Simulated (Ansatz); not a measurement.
GaSb:

```
CELL_PARAMETERS angstrom
0.00000 3.05900 3.05900
3.05900 0.00000 3.05900
3.05900 3.05900 0.00000
ATOMIC_POSITIONS crystal
Sb 0.75000 0.75000 0.75000
Ga 0.00000 0.00000 0.00000
```

Base run:

* Program: Ansatz 0.2.0
* Functional: BLYP
* Potentials or basis: all-electron LAPW, scalar-relativistic
* Cutoff: 279 eV (chosen from the basis error)
* Basis error allowed: 0.001 eV/atom
* k mesh: 8 × 8 × 8
* Occupations: fermi-dirac, width 0.05 eV
* Spin: no spin polarisation

Its results: pressure 5.3 GPa.

Question: The run is repeated on the same cell with these changes: functional from BLYP to revPBE. What comes out?

Answer: Pressure 3.5 GPa.
